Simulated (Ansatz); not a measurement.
Se:

```
Se
1.0
     2.81056    0.00000    0.00000
     0.00000    2.81056    0.00000
     0.00000    0.00000    2.81056
Se
1
Direct
  0.00000 0.00000 0.00000
```

This isn't the form of Se at room conditions, which is trigonal, of chains.

| Quantity | Value |
| --- | --- |
| Program | Ansatz 0.2.0 |
| Task | relaxation of cell and atoms |
| Functional | LDA |
| Potentials or basis | Ansatz PAW |
| Cutoff | 420 eV (not typed: the program's choice for these potentials) |
| k mesh | 9 × 9 × 9 |
| Occupations | fermi-dirac, width 0.05 eV |
| Spin | no spin polarisation |

At the start: volume 22.20 Å³/atom.

**Question.** Where does the relaxation end?

**Answer.** It ends after 5 steps and the volume is 21.33 Å³/atom (-3.9 %); space group Pm-3m (No. 221, to 0.05 Å).

The path:
```tsv
step	energy change (eV)	largest force (eV/Å)	volume (Å³)
1	0.0000	0.0000	22.20
2	-0.0028	0.0000	20.63
3	-0.0089	0.0000	21.37
4	-0.0089	0.0000	21.33
5	-0.0087	0.0000	21.33
```

Final structure:
```xyz
1
Lattice="2.7731 0.0000 0.0000 0.0000 2.7731 0.0000 0.0000 0.0000 2.7731" Properties=species:S:1:pos:R:3 pbc="T T T"
Se    0.0000    0.0000    0.0000
```

Caveat: the plane-wave basis is chosen anew once the cell has moved, so the energies of steps on either side of that aren't comparable; the PAW data sets come from PBE, with cores solved anew for the run's functional, which leaves a small shift of forces and pressure.
